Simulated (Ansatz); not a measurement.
CsBr:
```
CELL_PARAMETERS angstrom
      4.38949     0.00000     0.00000
      0.00000     4.38949     0.00000
      0.00000     0.00000     4.38949
ATOMIC_POSITIONS crystal
  Cs 0.00000 0.00000 0.00000
  Br 0.50000 0.50000 0.50000
```

Relaxed with PBE. Special points in fractions of this cell's reciprocal vectors: Γ (0.000, 0.000, 0.000); X (0.000, 0.500, 0.000); M (0.500, 0.500, 0.000); R (0.500, 0.500, 0.500).

Q: List the band energies nearest the valence-band maximum at these points for PBE with spin–orbit coupling (plane waves, PAW; program Ansatz).

A: In eV from the valence-band maximum; about four levels below and three above (degenerate sets whole), none deeper than 8.9 eV; points with the same levels are listed once.

| k | below | above |
|---|---|---|
| Γ | 0.00 0.00 0.00 0.00 | 4.10 4.10 4.82 4.82 4.82 4.82 |
| X | -0.45 -0.45 -0.18 -0.18 | 5.75 5.75 6.81 6.81 |
| M | -0.62 -0.62 -0.10 -0.10 | 5.06 5.06 5.29 5.29 |
| R | -1.06 -1.06 -1.06 -1.06 | 7.75 7.75 7.89 7.89 7.89 7.89 |

Space group Pm-3m (CsCl type). Symmetry was held in the PBE relaxation.

Potentials: the later of the program's two PAW sets.
